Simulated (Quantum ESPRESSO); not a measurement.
The system is CdS (Hawleyite).

```xyz
2
Lattice="0.0000 2.9165 2.9165 2.9165 0.0000 2.9165 2.9165 2.9165 0.0000" Properties=species:S:1:pos:R:3 pbc="T T T"
Cd    0.0000    0.0000    0.0000
S     4.3748    4.3748    4.3748
```

```yaml
Program: Quantum ESPRESSO 7.5
Task: phonons
Functional: PBE
Potentials_or_basis: GBRV 1.5 PBE
Cutoff: 612 eV
Density_cutoff: 4898 eV
k_mesh: 6 × 6 × 6, shifted
Occupations: fermi-dirac, width 0.05 eV
Spin: no spin polarisation
Mixing_beta: 0.5
Most_SCF_iterations: 120
SCF_threshold: 4e-10 Ry
```

The cell and the atoms were relaxed first, to 26.15 Å³/atom (a = 4.198 Å, b = 4.198 Å, c = 4.198 Å, α = 60.00°, β = 60.00°, γ = 60.00°), and the response was taken there.

The first run showed a gap, so the response started from a second, tighter run with fixed occupations.

The run gives a transverse optical frequency of 216 cm⁻¹, an electronic dielectric constant of 6.27 and Born charges of ±2.24 e.

Question: What are the longitudinal frequency and the static dielectric constant?

Answer: The longitudinal mode lies at 277 cm⁻¹, 61 cm⁻¹ over the transverse one, and the static constant is 10.34. The two agree with the Lyddane-Sachs-Teller relation: (277/216)² = 1.64 and 10.34/6.27 = 1.65.
